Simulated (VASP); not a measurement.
# BN (Qingsongite): lattice, stiffness and zone-centre modes

What lattice, stiffness and vibrations does BN (Qingsongite) have at one level of theory? The starting structure is a measured crystal structure from the Crystallography Open Database. All runs use LDA.

Calculated with VASP 6.6.1; Kohn-Sham DFT with plane waves and PAW; LDA.

### Step 1. Set-up

The structure is cubic, space group F-43m (No. 216). Conventional cell: a = 3.615 Å, b = 3.615 Å, c = 3.615 Å, α = 90.00°, β = 90.00°, γ = 90.00°. Nearest to N lie 4 B at 1.57 Å. Nearest to B lie 4 N at 1.57 Å. Farther neighbours and most contacts between anions are not listed.

### Step 2. Relaxation

This run starts from the cell of an earlier relaxation, which isn't shown; the restart sets up the plane waves anew.

File INCAR:

```
SYSTEM = BN
PREC = Accurate
ENCUT = 560
EDIFF = 1E-07
NELM = 100
ISMEAR = 0
SIGMA = 0.03
LREAL = .FALSE.
ALGO = Normal
GGA = CA
NBANDS = 10
LORBIT = 11
LWAVE = .FALSE.
LCHARG = .FALSE.
KPAR = 4
IBRION = 2
NSW = 50
ISIF = 3
EDIFFG = -0.002
```

File POSCAR:

```
BN
1.0
    0.0000000000      1.7916040497      1.7916040497
    1.7916040497      0.0000000000      1.7916040497
    1.7916040497      1.7916040497      0.0000000000
N B
1 1
Direct
    0.7500000000      0.7500000000      0.7500000000
    0.0000000000      0.0000000000      0.0000000000
```

File KPOINTS:

```
Automatic mesh
0
Gamma
10 10 10
0 0 0
```

PAW data sets: N and B (LDA family, release 64).

Launch:

```
$ mpirun -np 4 vasp_std
```

Log:

```text
[banner, memory and clock lines left out]
running    4 mpi-ranks, on    1 nodes
 distrk:  each k-point on    1 cores,    4 groups
 distr:  one band on    1 cores,    1 groups

 POSCAR found type information on POSCAR N B
 POSCAR found :  2 types and       2 ions
 LDA part: xc-table for (Slater(with rela. corr.)+CA(PZ))
 , standard interpolation
 POSCAR, INCAR and KPOINTS ok, starting setup
 FFT: planning ... GRIDC
 FFT: planning ... GRID_SOFT
 FFT: planning ... GRID
 WAVECAR not read
 entering main loop
       N       E                     dE             d eps       ncg     rms          rms(c)
DAV:   1     0.917056988511E+01    0.91706E+01   -0.53502E+03   956   0.844E+02
DAV:   2    -0.201571502926E+02   -0.29328E+02   -0.28330E+02  1198   0.163E+02
DAV:   3    -0.205941212304E+02   -0.43697E+00   -0.43621E+00  1112   0.174E+01
DAV:   4    -0.205946141005E+02   -0.49287E-03   -0.49286E-03  1014   0.692E-01
DAV:   5    -0.205946145418E+02   -0.44131E-06   -0.44128E-06  1068   0.215E-02    0.664E+00
DAV:   6    -0.195654538290E+02    0.10292E+01   -0.33309E+00   960   0.113E+01    0.316E+00
DAV:   7    -0.194472715006E+02    0.11818E+00   -0.97736E-02  1030   0.269E+00    0.179E+00
DAV:   8    -0.194148812753E+02    0.32390E-01   -0.50580E-02  1042   0.161E+00    0.187E-01
DAV:   9    -0.194147256502E+02    0.15563E-03   -0.87361E-04  1022   0.279E-01    0.824E-02
DAV:  10    -0.194147098961E+02    0.15754E-04   -0.43925E-05  1076   0.670E-02    0.138E-02
DAV:  11    -0.194147103739E+02   -0.47780E-06   -0.17748E-06  1036   0.962E-03    0.616E-03
DAV:  12    -0.194147102997E+02    0.74237E-07   -0.50968E-07  1014   0.447E-03
   1 F= -.19414710E+02 E0= -.19414710E+02  d E =-.194147E+02
 curvature:   0.00 expect dE= 0.000E+00 dE for cont linesearch  0.000E+00
 trial: gam= 0.00000 g(F)=  0.180E-46 g(S)=  0.269E-09 ort = 0.000E+00 (trialstep = 0.100E+01)
 search vector abs. value=  0.369E-09
 reached required accuracy - stopping structural energy minimisation
```

It took 2.6 s on 4 MPI ranks of Intel Xeon Platinum 8488C (Sapphire Rapids), shared host; peak memory 0.46 GiB; 8.1 s of CPU time.

Lines that name or quote the potential files are left out of all logs, and their timing lines are given in words.

From OUTCAR (step 2):

```text
ion  position               nearest neighbor table
   1  0.750  0.750  0.750-   2 1.55   2 1.55   2 1.55   2 1.55
   2  0.000  0.000  0.000-   1 1.55   1 1.55   1 1.55   1 1.55

  LATTYP: Found a face centered cubic cell.
 ALAT       =     3.5832080994

 Subroutine GETGRP returns: Found 24 space group operations
 (whereof 24 operations were pure point group operations)

The static configuration has the point symmetry T_d .

 Found     47 irreducible k-points:

   k-points           NKPTS =     47   k-points in BZ     NKDIM =     47   number of bands    NBANDS=     10

   dimension x,y,z NGX =    20 NGY =   20 NGZ =   20
   dimension x,y,z NGXF=    40 NGYF=   40 NGZF=   40

   ENCUT  =  560.0 eV  41.16 Ry    6.42 a.u.   4.89  4.89  4.89*2*pi/ulx,y,z

   NELECT =       8.0000    total number of electrons

 k-points in reciprocal lattice and weights: Automatic mesh
   0.00000000  0.00000000  0.00000000       0.001
   0.10000000  0.00000000  0.00000000       0.008
   0.20000000  0.00000000  0.00000000       0.008
   0.30000000  0.00000000  0.00000000       0.008
   0.40000000  0.00000000  0.00000000       0.008
   0.50000000  0.00000000  0.00000000       0.004
   0.10000000  0.10000000  0.00000000       0.006
   0.20000000  0.10000000  0.00000000       0.024
   0.30000000  0.10000000  0.00000000       0.024
[...]
-0.30000000  0.40000000  0.20000000       0.024
  -0.30000000  0.50000000  0.20000000       0.012

 average (electrostatic) potential at core
       1 -59.7990       2 -29.2034

 E-fermi :   7.8730

 k-point     1 :       0.0000    0.0000    0.0000
  band No.  band energies     occupation
      1     -12.6487      2.00000
      2       7.7242      2.00000
      3       7.7242      2.00000
      4       7.7242      2.00000
      5      16.5321      0.00000
      6      16.5321      0.00000
      7      16.5321      0.00000
      8      18.5975      0.00000
      9      32.7171      0.00000
    ...

 k-point     2 :       0.1000    0.0000    0.0000
  band No.  band energies     occupation
      1     -12.3997      2.00000
      2       6.4405      2.00000
      3       7.4605      2.00000
      4       7.4605      2.00000
      5      16.8847      0.00000
      6      16.9278      0.00000
      7      16.9278      0.00000
      8      19.3214      0.00000
      9      32.2727      0.00000
    ...

 k-point     3 :       0.2000    0.0000    0.0000
  band No.  band energies     occupation
      1     -11.6651      2.00000
      2       3.6851      2.00000
      3       6.8705      2.00000
      4       6.8705      2.00000
      5      17.3935      0.00000
      6      17.7414      0.00000
      7      17.7414      0.00000
      8      20.8554      0.00000
      9      31.5401      0.00000
    ...

  Total       -0.0000609     -0.0000609     -0.0000609      0.0000000      0.0000000     -0.0000000
  in kB       -0.0084887     -0.0084887     -0.0084887      0.0000000      0.0000000     -0.0000000
  external PRESSURE =      -0.0084887 kB  Pullay stress =       0.0000000 kB

  energy-cutoff  :      560.00
  volume of cell :       11.50
      direct lattice vectors                 reciprocal lattice vectors
     0.000000000  1.791604050  1.791604050    -0.279079521  0.279079521  0.279079521
     1.791604050  0.000000000  1.791604050     0.279079521 -0.279079521  0.279079521
     1.791604050  1.791604050  0.000000000     0.279079521  0.279079521 -0.279079521

 POSITION                                       TOTAL-FORCE (eV/Angst)
 -----------------------------------------------------------------------------------
      2.68741      2.68741      2.68741         0.000000      0.000000      0.000000
      0.00000      0.00000      0.00000        -0.000000     -0.000000     -0.000000
 -----------------------------------------------------------------------------------
    total drift:                                0.000000      0.000000      0.000000

  FREE ENERGIE OF THE ION-ELECTRON SYSTEM (eV)
  ---------------------------------------------------
  free  energy   TOTEN  =       -19.4147102997 eV

  energy  without entropy=      -19.4147102997  energy(sigma->0) =      -19.41471030

 reached required accuracy - stopping structural energy minimisation

 total charge
# of ion       s       p       d       tot
------------------------------------------
    1        1.201   2.761   0.000   3.961
    2        0.682   1.410   0.000   2.092
--------------------------------------------------
tot          1.883   4.171   0.000   6.053

[... 3 further parts left out ...]
```

CONTCAR:

```
BN
   1.00000000000000
     0.0000000000000000    1.7916040497000001    1.7916040497000001
     1.7916040497000001    0.0000000000000000    1.7916040497000001
     1.7916040497000001    1.7916040497000001    0.0000000000000000
  N               B
     1     1
Direct
     0.7500000000000000    0.7500000000000000    0.7500000000000000
     0.0000000000000000    0.0000000000000000    0.0000000000000000
```

The run keeps the 24 symmetry operations of its start, so it cannot find a distortion of lower symmetry.

The relaxed cell holds 5.751 Å³ an atom, with a = 3.583 Å (-0.9 % against the database cell). Pressures at 0.985 and 1.015 times this volume, from two more relaxations that aren't shown, give a bulk modulus of 402.9 GPa.

### Step 3. Elastic constants

File INCAR:

```
SYSTEM = BN
PREC = Accurate
ENCUT = 800
EDIFF = 1E-08
NELM = 100
ISMEAR = 0
SIGMA = 0.03
LREAL = .FALSE.
ALGO = Normal
GGA = CA
NBANDS = 10
LORBIT = 11
LWAVE = .FALSE.
LCHARG = .FALSE.
KPAR = 4
IBRION = 6
NFREE = 2
POTIM = 0.015
ISIF = 3
NSW = 1
```

POSCAR is that of step 2.

File KPOINTS:

```
Automatic mesh
0
Gamma
12 12 12
0 0 0
```

Launch:

```
$ mpirun -np 4 vasp_std
```

Log:

```text
[... set-up lines as in an earlier step ...]
 entering main loop
       N       E                     dE             d eps       ncg     rms          rms(c)
DAV:   1     0.192843100876E+02    0.19284E+02   -0.65603E+03  1448   0.112E+03
DAV:   2    -0.198594323491E+02   -0.39144E+02   -0.37474E+02  1692   0.194E+02
DAV:   3    -0.206011445052E+02   -0.74171E+00   -0.73930E+00  1684   0.244E+01
DAV:   4    -0.206023166615E+02   -0.11722E-02   -0.11721E-02  1590   0.110E+00
[...]
DAV:  11    -0.194209934021E+02   -0.48083E-06   -0.19011E-06  1618   0.102E-02    0.619E-03
DAV:  12    -0.194209933235E+02    0.78591E-07   -0.52923E-07  1592   0.474E-03    0.211E-04
DAV:  13    -0.194209933241E+02   -0.60470E-09   -0.79789E-09   926   0.956E-04
   1 F= -.19420993E+02 E0= -.19420993E+02  d E =-.125958E-16
[... from here on, the cycles between the ionic steps are left out ...]
   2 F= -.19414317E+02 E0= -.19414317E+02  d E =-.556333E-12
   3 F= -.19414337E+02 E0= -.19414337E+02  d E =-.197012E-20
   4 F= -.19414317E+02 E0= -.19414317E+02  d E =-.555879E-12
   5 F= -.19414337E+02 E0= -.19414337E+02  d E =-.199329E-20
   6 F= -.19414317E+02 E0= -.19414317E+02  d E =-.556157E-12
   7 F= -.19414337E+02 E0= -.19414337E+02  d E =-.199300E-20
   8 F= -.19417120E+02 E0= -.19417120E+02  d E =-.122038E-12
   9 F= -.19417120E+02 E0= -.19417120E+02  d E =-.123072E-12
  10 F= -.19417120E+02 E0= -.19417120E+02  d E =-.544445E-13
  11 F= -.19417120E+02 E0= -.19417120E+02  d E =-.564088E-13
  12 F= -.19417120E+02 E0= -.19417120E+02  d E =-.677293E-13
  13 F= -.19417120E+02 E0= -.19417120E+02  d E =-.732969E-13
  14 F= -.19418122E+02 E0= -.19418122E+02  d E =-.377241E-22
  15 F= -.19418122E+02 E0= -.19418122E+02  d E =-.377120E-22
  16 F= -.19418122E+02 E0= -.19418122E+02  d E =-.375516E-22
  17 F= -.19418122E+02 E0= -.19418122E+02  d E =-.374424E-22
 Finite differences progress:
  Degree of freedom:   8/  8
  Displacement:        2/  2
  Total:              16/ 16
```

It took 2.2 min on 4 MPI ranks; peak memory 1.1 GiB.

OUTCAR, selected parts (step 3):

```text
  Total       -0.0023818      0.0004471      0.0004471      0.0000000      0.0419134      0.0000000
  in kB       -0.3317913      0.0622853      0.0622853      0.0000000      5.8385878      0.0000000
  external PRESSURE =      -0.0690735 kB  Pullay stress =       0.0000000 kB

 POSITION                                       TOTAL-FORCE (eV/Angst)
 -----------------------------------------------------------------------------------
      2.68741      2.68741      2.68741        -0.382764     -0.000000     -0.000000
     -0.01500      0.00000      0.00000         0.382764      0.000000      0.000000
 -----------------------------------------------------------------------------------
    total drift:                                0.000130     -0.000000     -0.000000

  FREE ENERGIE OF THE ION-ELECTRON SYSTEM (eV)
  ---------------------------------------------------
  free  energy   TOTEN  =       -19.4181217615 eV

  energy  without entropy=      -19.4181217615  energy(sigma->0) =      -19.41812176

[... 3 further parts left out ...]
[key lines of the parts left out:]
E-fermi :   8.0488
```

The last energy, forces and stress in OUTCAR belong to the last displaced cell, not to that of POSCAR.

The elastic tensor has C11 = 825.3, C12 = 192.9, C44 = 475.5 GPa; its Hill averages are a bulk modulus of 403.7 and a shear modulus of 403.8 GPa.

### Step 4. Modes of the relaxed cell

File INCAR:

```
SYSTEM = BN
PREC = Accurate
ENCUT = 560
EDIFF = 1E-08
NELM = 100
ISMEAR = 0
SIGMA = 0.03
LREAL = .FALSE.
ALGO = Normal
GGA = CA
NBANDS = 10
LORBIT = 11
LWAVE = .FALSE.
LCHARG = .FALSE.
KPAR = 4
IBRION = 8
LEPSILON = .TRUE.
LPEAD = .TRUE.
ISIF = 2
```

POSCAR is that of step 3.

File KPOINTS:

```
Automatic mesh
0
Gamma
20 20 20
0 0 0
```

Launch:

```
$ mpirun -np 4 vasp_std
```

Log:

```text
[... set-up lines as in an earlier step ...]
 entering main loop
       N       E                     dE             d eps       ncg     rms          rms(c)
DAV:   1     0.893314126058E+01    0.89331E+01   -0.53752E+03  5304   0.845E+02
DAV:   2    -0.201329484522E+02   -0.29066E+02   -0.28031E+02  6048   0.163E+02
DAV:   3    -0.205940588418E+02   -0.46111E+00   -0.46028E+00  6012   0.178E+01
DAV:   4    -0.205945962596E+02   -0.53742E-03   -0.53741E-03  5592   0.734E-01
[...]
DAV:  11    -0.194147074131E+02   -0.47281E-06   -0.17487E-06  5722   0.956E-03    0.613E-03
DAV:  12    -0.194147073422E+02    0.70885E-07   -0.49566E-07  5624   0.441E-03    0.222E-04
DAV:  13    -0.194147073430E+02   -0.85038E-09   -0.78121E-09  3276   0.902E-04
   1 F= -.19414707E+02 E0= -.19414707E+02  d E =-.285565E-17
 Linear response reoptimize wavefunctions to high precision
DAV:   1    -0.194147073430E+02   -0.10004E-10   -0.19721E-10  3480   0.168E-04
 Linear response to external field (no local field effect), progress :
  Direction:   1
[...]
RMM:  11    -0.227123497169E+00   -0.49315E-08    0.52707E-07 26590   0.110E-05    0.191E-08
 first order change of Fermi-energy   0.99444E-04
 force on displaced ion       1 direction 1 : -25.561   0.000   0.000
 Born effective charge ion    1 direction 1 :  -1.874   0.000   0.000
 Linear response progress:
  Degree of freedom:   2/  2
       N       E                     dE             d eps       ncg     rms          rms(c)
RMM:   1    -0.418205726621E-01   -0.41821E-01   -0.24496E-02 59760   0.135E+00
RMM:   2    -0.363216924597E-01    0.54989E-02   -0.14120E-04 35934   0.241E-01    0.148E-01
RMM:   3    -0.363187207510E-01    0.29717E-05    0.26974E-05 37461   0.785E-02    0.830E-02
RMM:   4    -0.366093748537E-01   -0.29065E-03   -0.47602E-05 37429   0.893E-02    0.764E-03
[...]
RMM:   9    -0.366052707820E-01    0.48972E-07    0.44437E-07 39863   0.144E-05    0.859E-07
RMM:  10    -0.366052690171E-01    0.17649E-08    0.45904E-07 26020   0.723E-06    0.343E-07
RMM:  11    -0.366052698933E-01   -0.87618E-09    0.45535E-07 21391   0.724E-06    0.123E-08
 first order change of Fermi-energy  -0.29442E-05
 force on displaced ion       2 direction 1 : -25.573  -0.000  -0.000
 Born effective charge ion    2 direction 1 :   1.874   0.000   0.000
 Born effective charges drift removed
 Linear response finished
```

Wall time 3.5 min (4 MPI ranks); peak memory 2.5 GiB.

Parts of OUTCAR (step 4):

```text
  Total       -0.0001681     -0.0001681     -0.0001681     -0.0000000     -0.0000000     -0.0000000
  in kB       -0.0234224     -0.0234224     -0.0234224     -0.0000000     -0.0000000     -0.0000000
  external PRESSURE =      -0.0234224 kB  Pullay stress =       0.0000000 kB

 POSITION                                       TOTAL-FORCE (eV/Angst)
 -----------------------------------------------------------------------------------
      2.68741      2.68741      2.68741         0.000000     -0.000000      0.000000
      0.00000      0.00000      0.00000        -0.000000      0.000000     -0.000000
 -----------------------------------------------------------------------------------
    total drift:                                0.000000      0.000000      0.000000

 MACROSCOPIC STATIC DIELECTRIC TENSOR (including local field effects in DFT)
 ------------------------------------------------------
           4.565813     0.000000    -0.000000
           0.000000     4.565813     0.000000
           0.000000     0.000000     4.565813
 ------------------------------------------------------

 MACROSCOPIC STATIC DIELECTRIC TENSOR IONIC CONTRIBUTION
 ------------------------------------------------------
           2.160997    -0.000000     0.000000
          -0.000000     2.160997     0.000000
           0.000000     0.000000     2.160997
 ------------------------------------------------------

[... 1 part as in an earlier step ...]

[... 1 further part left out ...]
```

The zone-centre modes at 5.751 Å³ an atom are T2 1067.6 cm⁻¹.

### Step 5. Modes at 0.97 of that volume

Shape and positions were first relaxed at this volume, in a run that isn't shown.

INCAR is that of step 4.

File POSCAR:

```
BN
1.0
    0.0000000000      1.7735058017      1.7735058017
    1.7735058017      0.0000000000      1.7735058017
    1.7735058017      1.7735058017      0.0000000000
N B
1 1
Direct
    0.7500000000      0.7500000000      0.7500000000
    0.0000000000      0.0000000000      0.0000000000
```

KPOINTS is that of step 4.

Launch:

```
$ mpirun -np 4 vasp_std
```

Log:

```text
[... set-up lines as in an earlier step ...]
 entering main loop
       N       E                     dE             d eps       ncg     rms          rms(c)
DAV:   1     0.858510652466E+01    0.85851E+01   -0.54395E+03  5256   0.847E+02
DAV:   2    -0.202133732110E+02   -0.28798E+02   -0.27950E+02  6156   0.165E+02
DAV:   3    -0.206400964558E+02   -0.42672E+00   -0.42601E+00  5898   0.174E+01
DAV:   4    -0.206405885812E+02   -0.49213E-03   -0.49212E-03  5626   0.712E-01
[...]
DAV:  11    -0.194003396937E+02   -0.44859E-06   -0.15950E-06  5720   0.926E-03    0.599E-03
DAV:  12    -0.194003396298E+02    0.63935E-07   -0.44658E-07  5668   0.424E-03    0.228E-04
DAV:  13    -0.194003396307E+02   -0.91757E-09   -0.70898E-09  3266   0.860E-04
   1 F= -.19400340E+02 E0= -.19400340E+02  d E =-.187700E-11
 Linear response reoptimize wavefunctions to high precision
DAV:   1    -0.194003396307E+02   -0.56275E-10   -0.18491E-10  3494   0.160E-04
 Linear response to external field (no local field effect), progress :
  Direction:   1
[...]
RMM:  10    -0.227741119728E+00    0.13333E-08    0.81008E-08 29861   0.198E-05    0.392E-07
 first order change of Fermi-energy   0.96046E-04
 force on displaced ion       1 direction 1 : -27.533  -0.000  -0.000
 Born effective charge ion    1 direction 1 :  -1.859   0.000   0.000
 Linear response progress:
  Degree of freedom:   2/  2
       N       E                     dE             d eps       ncg     rms          rms(c)
RMM:   1    -0.425764459810E-01   -0.42576E-01   -0.25543E-02 59701   0.136E+00
RMM:   2    -0.368654261176E-01    0.57110E-02   -0.20376E-05 35974   0.243E-01    0.155E-01
RMM:   3    -0.368570661368E-01    0.83600E-05    0.36769E-05 37450   0.836E-02    0.868E-02
RMM:   4    -0.371700351513E-01   -0.31297E-03   -0.54643E-05 37387   0.949E-02    0.787E-03
[...]
RMM:   9    -0.371689409861E-01    0.55841E-07   -0.13373E-07 39748   0.148E-05    0.828E-07
RMM:  10    -0.371689397000E-01    0.12862E-08   -0.12531E-07 26282   0.759E-06    0.355E-07
RMM:  11    -0.371689404317E-01   -0.73176E-09   -0.13119E-07 21593   0.760E-06    0.156E-08
 first order change of Fermi-energy  -0.14090E-05
 force on displaced ion       2 direction 1 : -27.536   0.000   0.000
 Born effective charge ion    2 direction 1 :   1.859   0.000   0.000
 Born effective charges drift removed
 Linear response finished
```

It took 3.5 min on 4 MPI ranks; peak memory 2.4 GiB; 14 min of CPU time.

(Part 1 of 2 ends here.)

[Lines on the potential files, build, host, timing and source positions are cut from VASP's logs without a mark.]

[Logs are printed without paths, hosts, clocks, repeated set-up lines and the standing remarks that a program may print on its own settings, such as how far it seeks lower states.]

[Hosts, paths, dates, database ids (printed as entryN), source tags and the programs' standing remarks are cut or masked in the printed files.]
